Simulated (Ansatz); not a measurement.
CsCl, DFT, PBEsol, all-electron PAW with datasets made for the crystal, scalar-relativistic (Ansatz 0.2.0), run on 1 thread of Arm Neoverse V1 on a shared host.

The cell is COD entry 9008789, as deposited and not checked against the literature; nothing was relaxed. The listed cell was then made from it by scaling, straining or moving an atom.

Command: `ansatz run input.yaml --threads 1 --pin off --max-ram 3072MiB --backend cpu --events-out ev --progress --plain --runs-dir out`

```yaml
crystal:
  lattice:
    - [4.1503054315, 0.0, 0.0]
    - [0.0, 4.1503054315, 0.0]
    - [0.0, 0.0, 4.1503054315]
  atoms:
    - { symbol: Cs, position: [0.0, 0.0, 0.0] }
    - { symbol: Cl, position: [0.5, 0.5, 0.5] }
kpoints:
  mp_grid: { grid: [6, 6, 6] }
scf:
  occupations: { method: fermi_dirac, width: 0.03 }
hamiltonian:
  xc: pbesol
  pseudopotentials: { kind: all_electron, datasets: crystal }
output:
  forces: true
  stress: true
  eigenvalues: true
  efg: { contact_densities: true }
```

**Question.** How large is the problem that the program sets up?

**Answer.** 20 irreducible k-points, 461 plane waves at Γ, 12 bands.

**Question.** Estimate the wall time and the peak memory.

**Answer.** 3.7 s of wall time for 8 SCF iterations, with a peak of 0.38 GiB. Times on shared machines scatter by tens of per cent.

**Question.** And the same cell and mesh by PAW with the default files, asked for forces, stress, eigenvalues, efg, write_density, write_potential, elf, on the same hardware?

**Answer.** 3.4 s, peak memory 0.37 GiB.
